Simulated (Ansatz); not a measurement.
An input for the plane-wave PAW code Ansatz:

```yaml
crystal:
  lattice:
    - [-1.5480436201, 1.5480436201, 1.5480436201]
    - [1.5480436201, -1.5480436201, 1.5480436201]
    - [1.5480436201, 1.5480436201, -1.5480436201]
  atoms:
    - { symbol: Re, position: [0.0, 0.0, 0.0] }
basis:
  ecutwfc: 500
  ecutrho_ratio: 4
kpoints:
  mp_grid: { grid: [18, 18, 18] }
  band_path:
    path:
      - [[0.0, 0.0, 0.0], [0.5, -0.5, 0.5], [0.0, 0.0, 0.5], [0.0, 0.0, 0.0], [0.25, 0.25, 0.25], [0.5, -0.5, 0.5]]
      - [[0.25, 0.25, 0.25], [0.0, 0.0, 0.5]]
    npoints: 14
hamiltonian:
  xc: r2scan
scf:
  occupations: { method: gaussian, width: 0.05 }
  n_extra_bands: 10
output:
  forces: true
  stress: true
  eigenvalues: true
  populations: true
  dos: { projected: true, de: 0.02, nscf_kmesh: { grid: [27, 27, 27] } }
  bader: true
```

At room temperature and ambient pressure Re is hcp.

Task: Before reading the output: what should come out?

Result: Pressure 0.0 GPa, gap on the mesh zero (metallic) (r²SCAN, scalar-relativistic).

The output:

```
scf.n_extra_bands = 10 over 8 filled bands (N_el = 15.0): the run solves 18 bands
Pseudopotentials: kind: paw
Pseudopotential: Re, paw, valence charge 15, recommended cutoff 500 eV (meta_gga), Re.paw.azcp
Crystal: 1 atoms, lattice volume = 14.839 Å³
Basis set: ecut = 500 eV, 369 PW (Γ), exchange–correlation on 80×80×80 points (64 copies of the dense FFT grid, shifted against one another)
Bands: 18, of which v1, the nominal top of the filled ones, is band 8 counted from 1 (7 counted from 0)
Symmetry: 48 space group operations
Space group: Im-3m (ITA 229), of the structure as read, at distance tolerance 2.5e-5 Å
k-points: 195 of 5832
Initial density: superposition of atomic densities (neutral atoms: chi_scale 0, normalization atom), corrected by the library's trained network
Initial wavefunctions: pseudopotential atomic-orbital guess
Functional: x = r2scan, c = r2scan; τ floored in thin density (d = 2e-4 eV/Å³)
```

```
SCF iter   1: F=—  HF=-10880.513766 eV  |F-HF|=—  |Δ(HF+E_count)|=         —  Δρ=6.02e-3  dr2=1.25e-3  dr2_τ=8.70e-2
SCF iter   2: F=—  HF=-10880.529759 eV  |F-HF|=—  |Δ(HF+E_count)|=   1.60e-2  Δρ=3.64e-3  dr2=4.21e-4  dr2_τ=1.85e-4
SCF iter   3: F=—  HF=-10880.530382 eV  |F-HF|=—  |Δ(HF+E_count)|=   6.23e-4  Δρ=4.59e-4  dr2=1.27e-5  dr2_τ=1.39e-5
SCF iter   4: F=—  HF=-10880.530385 eV  |F-HF|=—  |Δ(HF+E_count)|=   3.33e-6  Δρ=1.29e-4  dr2=6.01e-7  dr2_τ=7.05e-7
SCF iter   5: F=-10880.530386 eV  HF=-10880.530386 eV  |F-HF|=2.04e-8  |Δ(HF+E_count)|=   1.57e-7  Δρ=1.81e-5  dr2=9.24e-9  dr2_τ=4.81e-9
SCF iter   6: F=-10880.530386 eV  HF=-10880.530386 eV  |F-HF|=1.75e-10  |Δ(HF+E_count)|=   2.26e-8  Δρ=2.27e-6  dr2=1.67e-10  dr2_τ=5.29e-11
```

```
SCF 1 converged in 6 iterations: F = -10880.530386 eV  dr2 = 1.67e-10
NSCF: frozen V_eff on 86 k-points
NSCF: frozen V_eff on 560 k-points
SCF converged after 6 iterations
Free energy (F): -10880.530386 eV
E sigma→0 (E₀):  -10880.529319 eV
Entropy (-TS):   -0.002134 eV (-2.134 meV/atom)
Fermi energy:    24.596750 eV
--- Forces (eV/Å), atoms counted from 1 ---
  atom   1  Re     0.00000000     0.00000000     0.00000000
--- Stress (GPa, compression-positive) ---
        0.004740       0.000000       0.000000
        0.000000       0.004740       0.000000
        0.000000       0.000000       0.004740
  P = ⅓ Tr σ = 0.0047 GPa (0.047 kbar)
--- Löwdin populations: 1 site ---
  site symbol       q [e]
     0     Re     14.8098
--- Bader charges: 1 site ---
  site symbol  charge [e]  shift [e]
     0     Re      0.0000     0.0000
  estimated error of the sums over rays = 3.9e-7 e
```

Scalar-relativistic only: spin–orbit splittings of the heavy atoms' levels are missing.
